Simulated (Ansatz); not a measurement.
# FeO (Wuestite) (Fm-3m) in Ansatz: band structure with RPBE

Aim: the band structure of FeO (Wuestite) with RPBE.

Program: Ansatz 0.2.0. These are calculated values, not measurements. Logs are shortened: lines on timing, memory, paths and dates and some standing lists are left out, and cuts for length are marked.

**The experiment to reproduce.**

From “W\"ustite: Electric, thermodynamic and optical properties of FeO”, 2012, arxiv:1203.1201, for a bulk crystal of FeO: band gap 2.4 eV (optical).

The runs below are set against these values where they give the same quantity.

**1. The crystal as given**

It takes space group Fm-3m (No. 225, cubic). Conventional cell: a = 4.311 Å, b = 4.311 Å, c = 4.311 Å, α = 90.00°, β = 90.00°, γ = 90.00°. Fe (site symmetry m-3m) has 6 O at 2.16 Å as nearest neighbours. Around O (site symmetry m-3m) lie 6 Fe at 2.16 Å.

**2. Band structure, RPBE, collinear spin, ferromagnetic start**

The input, input.yaml:

```yaml
crystal:
  lattice:
    - [0.0, 2.1554, 2.1554]
    - [2.1554, 0.0, 2.1554]
    - [2.1554, 2.1554, 0.0]
  atoms:
    - { symbol: Fe, position: [0.0, 0.0, 0.0], spin: 3.0 }
    - { symbol: O, position: [0.5, 0.5, 0.5] }
kpoints:
  mp_grid: { grid: [11, 11, 11] }
  band_path:
    path:
      - [0.0, 0.0, 0.0]
      - [0.5, 0.0, 0.5]
      - [0.5, 0.25, 0.75]
      - [0.375, 0.375, 0.75]
      - [0.0, 0.0, 0.0]
      - [0.5, 0.5, 0.5]
      - [0.625, 0.25, 0.625]
      - [0.5, 0.25, 0.75]
    npoints: 12
scf:
  occupations: { method: fermi_dirac, width: 0.05 }
hamiltonian:
  xc: rpbe
  pseudopotentials: { kind: all_electron, lapw: { basis_error: 0.001 } }
magnetization:
  spin_polarized: true
output:
  forces: true
  stress: true
  eigenvalues: true
```

Potentials or basis: all-electron LAPW, scalar-relativistic.

Started as:

```
$ ansatz run input.yaml --threads 2 --pin off --max-ram 6144MiB --backend cpu --events-out ev --progress --plain --runs-dir out
```

The program printed:

```text
Warning: RAYON_NUM_THREADS=2 ignored (pool sized by the plan → 2); use --threads N
LAPW: plane waves up to 9.576 Å⁻¹, error target 1.0e-3 eV per atom; small_component_spin mean_spin; O in spheres of 0.981 Å, 8 of its electrons in bands, Dirac shells []; Fe in spheres of 1.175 Å, 16 of its electrons in bands, Dirac shells [] (how accurate: hamiltonian.pseudopotentials.lapw.basis_error, Limitations)
Engine: ansatz 0.2.0, aarch64-unknown-linux-gnu
Pseudopotentials: kind: all_electron
Pseudopotential: Fe, LAPW, valence charge 16, lapw/all_electron/scalar/gaussian/Fe, Koelling and Harmon's equation, gaussian nucleus
Pseudopotential: O, LAPW, valence charge 8, lapw/all_electron/scalar/gaussian/O, Koelling and Harmon's equation, gaussian nucleus
Functional definition: RPBE
  parameter kappa = 0.804
  parameter beta = 0.06672455060314922
  exchange = rpbe_x(kappa = kappa, mu = beta*pi^2/3)
  correlation = pbe_c(beta = beta)
Crystal: 2 atoms, lattice volume = 20.027 Å³
Basis set: ecut = 349.3879803830144 eV, 307 PW (Γ), exchange–correlation at level 2
Bands: 18, of which v1, the nominal top of the filled ones, is band 12 counted from 1 (11 counted from 0)
Symmetry: 48 space group operations
Space group: Fm-3m (ITA 225), of the structure as read, at distance tolerance 2.7e-5 Å
Magnetic group: BNS 225.116 (UNI 1618), of the structure as read, at distance tolerance 2.7e-5 Å
k-points: 56 of 1331
Non-local potential: Fe, projectors of the file, none
Non-local potential: O, projectors of the file, none
Initial density: superposition of atomic densities (chi_scale 0.1, normalization cell, long waves kept (reshape's long-wave potential 0.00 eV rms))
Starting moments: Σ|m| = 3 μB on 1 of 2 sites
Initial wavefunctions: plane waves of lowest kinetic energy (no species holds an atomic orbital)
Functional: x = rpbe, c = pbe(β = 0.06672455060314922)
iter 1 solved again at ethr=7.90e-3 eV; its pass at ethr=1.00e-1 eV (dr2=1.90e0 eV) is discarded
SCF iter   1: F=—  HF=-36689.390408 eV  |F-HF|=—  |Δ(HF+E_count)|=         —  Δρ=6.54e-2 (↑5.61e-2 ↓6.54e-2)  dr2=1.89e0  dr2_m=2.97e-1  M=4.007 μB ∫|m|=4.007 μB  β_m=0.30  ethr=7.90e-3  ⟨swp⟩=2.0  Hψ=13088  notcnv=0
Mixer restart at iter 1: flushing history
preconditioner: auto → none  [metal: Δε(μ)=0.036 eV  Ē_g=14.177 eV  σ=0.050 eV  W_gap=0.18  n_scr=8 (ndim 8)  ℏωp=31.0 eV  f_vac=0.000  D(μ)=1.35/eV (n_scr^D=14)  sad-step TF]
SCF iter   2: F=—  HF=-36688.388904 eV  |F-HF|=—  |Δ(HF+E_count)|=    1.00e0  Δρ=3.45e-2 (↑3.45e-2 ↓3.43e-2)  dr2=4.53e-1  dr2_m=1.32e-1  M=4.001 μB ∫|m|=4.003 μB  β_m=0.47  ethr=7.89e-3  ⟨swp⟩=2.0  Hψ=5936  notcnv=0
SCF iter   3: F=—  HF=-36688.342227 eV  |F-HF|=—  |Δ(HF+E_count)|=   4.67e-2  Δρ=1.85e-2 (↑1.71e-2 ↓1.85e-2)  dr2=2.38e-1  dr2_m=1.52e-2  M=4.002 μB ∫|m|=4.008 μB  β_m=0.50  ethr=1.89e-3  ⟨swp⟩=2.0  Hψ=6048  notcnv=0
iter 4 solved again at ethr=1.12e-5 eV; its pass at ethr=9.90e-4 eV (dr2=2.68e-3 eV) is discarded
SCF iter   4: F=—  HF=-36688.283594 eV  |F-HF|=—  |Δ(HF+E_count)|=         —  Δρ=3.86e-3 (↑3.86e-3 ↓3.68e-3)  dr2=2.68e-3  dr2_m=1.57e-3  M=4.000 μB ∫|m|=4.011 μB  β_m=0.50  ethr=1.12e-5  ⟨swp⟩=2.0  Hψ=9811  notcnv=0
Mixer restart at iter 4: flushing history
the basis was enlarged: its passes take 1.2 MiB over the memory plan, 2 of 2 planned eigensolver slots
SCF iter   5: F=—  HF=-36688.287762 eV  |F-HF|=—  |Δ(HF+E_count)|=   4.17e-3  Δρ=3.23e-3 (↑3.23e-3 ↓1.46e-3)  dr2=5.28e-3  dr2_m=2.53e-4  M=4.001 μB ∫|m|=4.014 μB  β_m=0.48  ethr=1.12e-5  ⟨swp⟩=3.0  Hψ=6615  notcnv=0
SCF iter   6: F=—  HF=-36688.285833 eV  |F-HF|=—  |Δ(HF+E_count)|=   1.93e-3  Δρ=1.48e-3 (↑1.48e-3 ↓1.17e-3)  dr2=2.77e-4  dr2_m=2.34e-4  M=4.001 μB ∫|m|=4.014 μB  β_m=0.59  ethr=1.12e-5  ⟨swp⟩=2.5  Hψ=5529  notcnv=0
SCF iter   7: F=—  HF=-36688.286832 eV  |F-HF|=—  |Δ(HF+E_count)|=   9.99e-4  Δρ=4.44e-4 (↑4.44e-4 ↓3.37e-4)  dr2=1.60e-5  dr2_m=2.38e-5  M=4.001 μB ∫|m|=4.016 μB  β_m=0.79  ethr=1.15e-6  ⟨swp⟩=2.9  Hψ=5779  notcnv=0
SCF iter   8: F=—  HF=-36688.286913 eV  |F-HF|=—  |Δ(HF+E_count)|=   8.15e-5  Δρ=7.38e-5 (↑4.04e-5 ↓7.38e-5)  dr2=1.36e-7  dr2_m=5.34e-7  M=4.001 μB ∫|m|=4.017 μB  β_m=0.68  ethr=6.65e-8  ⟨swp⟩=3.0  Hψ=6113  notcnv=0
SCF iter   9: F=—  HF=-36688.286914 eV  |F-HF|=—  |Δ(HF+E_count)|=   3.35e-7  Δρ=1.24e-5 (↑1.24e-5 ↓1.13e-5)  dr2=8.77e-8  dr2_m=3.36e-9  M=4.001 μB ∫|m|=4.017 μB  β_m=0.66  ethr=5.66e-10  ⟨swp⟩=3.0  Hψ=6284  notcnv=0
SCF iter  10: F=—  HF=-36688.286914 eV  |F-HF|=—  |Δ(HF+E_count)|=   5.64e-8  Δρ=3.52e-6 (↑2.63e-6 ↓3.52e-6)  dr2=3.95e-9  dr2_m=5.13e-10  M=4.001 μB ∫|m|=4.017 μB  β_m=0.83  ethr=3.65e-10  ⟨swp⟩=2.4  Hψ=5517  notcnv=0
SCF iter  11: F=-36688.286914 eV  HF=-36688.286914 eV  |F-HF|=2.91e-10  |Δ(HF+E_count)|=   1.32e-8  Δρ=5.36e-7 (↑2.01e-7 ↓5.36e-7)  dr2=1.02e-10  dr2_m=1.02e-11  M=4.001 μB ∫|m|=4.017 μB  ethr=1.65e-11  ⟨swp⟩=3.0  Hψ=5856  notcnv=0
SCF 1 converged in 11 iterations: F = -36688.286914 eV  dr2 = 1.02e-10
NSCF: frozen V_eff on 85 k-points
SCF converged after 11 iterations
Magnetization: 4.0007 μB (14.0003 up, 9.9997 down)
Absolute magnetization: 4.0168 μB (∫|ρ↑−ρ↓|)
Spin contamination: 0.0116 ħ² per cell (⟨S²⟩ above its minimum at these occupations)
Per-site moments (μB) at R_I (Å): [(3.6341034105429646, 1.1746977653164352), (0.3165378560023826, 0.980702202565602)]
Free energy (F): -36688.286914 eV
Harris-Foulkes:  -36688.286914 eV  (|F-HF|=2.91e-10)
Internal energy: -36688.275286 eV  (E = F + TS)
E sigma→0 (E₀):  -36688.281100 eV
Entropy (-TS):   -0.011628 eV (-5.814 meV/atom)
Fermi energy:    14.915954 eV
--- Per-component energies (eV) ---
  E_band       = -1247.743277
  E_kinetic    = 37164.058641
  E_xc         = -1763.532386
  E_electrostatic = -72088.801541  (all electrons and nuclei)
  E_smearing   = -0.011628  (= −TS)
  E_closure    = 0.000000  (closes the sum)
  E_atoms      = -36673.291297  (free atoms, spherical and without spin; not in F)
  Σ components = -36688.286914   (vs F -36688.286914, Δ=0.00e0)
  Basis errors (estimates in eV, not in F): energy 3.7e-4 per atom: plane waves 3.3e-4 (1.8e-4 summed), levels above the bands 3.0e-128, relativity 5.7e-8, radial functions 3.6e-5, core shells 2.3e-8; eigenvalues (radial functions only) 1.3e-5; not estimated: angular momenta, meshes, grids; target (lapw.basis_error) 1.0e-3; muffin-tin radii O 0.981 Å, Fe 1.175 Å
--- Forces (eV/Å), atoms counted from 1 ---
  atom   1  Fe    -0.00000000     0.00000000    -0.00000000
  atom   2  O      0.00000000     0.00000000     0.00000000
  max |Σ_I F_I| component: 8.02e-30 eV/Å
--- Stress (GPa, compression-positive) ---
        5.223088       0.000000       0.000000
        0.000000       5.223088       0.000000
        0.000000       0.000000       5.223088
  P = ⅓ Tr σ = 5.2231 GPa (52.231 kbar)
--- Band table (eV; the first three rows and the last of 112) ---
  k-point 0 ↑: bands = ["-492.8378", "-75.1966", "-41.1619", "-41.1619", "-41.1619", "-5.9879", "10.9740", "10.9740", "10.9740", "11.0007", "11.0007", "11.0007", "11.1506", "11.1506", "14.9225", "30.1669", "31.8586", "31.8586"]
  k-point 1 ↑: bands = ["-492.8378", "-75.1962", "-41.1661", "-41.1625", "-41.1625", "-5.9073", "10.1029", "10.2129", "10.2129", "11.0521", "11.0521", "11.3494", "11.9564", "11.9564", "15.5047", "28.8306", "31.6027", "31.6027"]
  k-point 2 ↑: bands = ["-492.8378", "-75.1951", "-41.1773", "-41.1640", "-41.1640", "-5.6832", "8.8644", "9.4638", "9.4638", "11.2119", "11.2119", "11.5659", "12.8102", "12.8102", "16.6973", "26.8150", "30.6028", "30.6028"]
  k-point 55 ↓: bands = ["-492.5884", "-71.0058", "-37.0907", "-37.0877", "-37.0704", "-4.1924", "8.6049", "8.6778", "9.4657", "14.6966", "15.0375", "15.6574", "16.1057", "16.8413", "23.7062", "24.4826", "24.5042", "28.0129"]
```

It took 18 s on 2 threads of Arm Neoverse V1, shared host; peak memory 0.43 GiB.

Results:

```yaml
Free_energy: -36688.2869 eV
Pressure: 5.2 GPa
Band_gap_along_the_path: none (metal or under the smearing width)
Net_moment: 4.00 μB per cell
Absolute_moment: 4.02 μB per cell
Site_moments: Fe +3.63; O +0.32 μB
```

Levels at the corners of the path, in eV from the Fermi level:
Spin up:
```
point  band 12  band 13  band 14  band 15  band 16  band 17
    Γ    -3.92    -3.77    -3.77     0.01    15.25    16.94
    X    -2.90    -2.87    -2.87     5.25     8.68    10.70
    W    -3.02    -2.86    -1.81     7.42     8.93     8.93
    K    -2.72    -2.56    -1.79     6.75     8.68     8.69
    Γ    -3.92    -3.77    -3.77     0.01    15.25    16.94
    L    -2.57    -0.43    -0.43     4.01     8.43    12.49
    U    -2.72    -2.56    -1.79     6.75     8.68     8.69
    W    -3.02    -2.86    -1.81     7.42     8.93     8.93
```
Spin down:
```csv
point,band 8,band 9,band 10,band 11,band 12,band 13
Γ,-3.37,-3.37,-0.73,-0.73,-0.73,0.28
X,-4.53,-4.53,-2.13,0.75,0.75,0.83
W,-6.20,-5.61,-0.05,-0.05,0.75,1.14
K,-6.20,-4.93,-0.81,0.57,0.66,1.38
Γ,-3.37,-3.37,-0.73,-0.73,-0.73,0.28
L,-5.22,-5.22,0.41,0.41,0.60,2.84
U,-6.20,-4.93,-0.81,0.57,0.66,1.38
W,-6.20,-5.61,-0.05,-0.05,0.75,1.14
```

Caveat: a cell with one magnetic atom can't hold antiferromagnetic order, which such compounds often take; semilocal functionals often make such compounds metallic where correlation or magnetic order opens a gap, which also shifts bond lengths.

**3. Comparison with measurements**

Step 2. A measured gap of FeO is 2.4 eV (optical; quoted in “W\"ustite: Electric, thermodynamic and optical properties of FeO”, 2012, arxiv:1203.1201); the calculated 0.00 eV misses it by -2.40 eV. So large a miss can be the level of theory's own, or it may mean another phase, state or a wrong row. The value is that of RPBE, without temperature or zero-point motion. Semilocal functionals fall short of measured gaps as a rule. The run's magnetic order (collinear spin, ferromagnetic start) needn't be the measured crystal's.
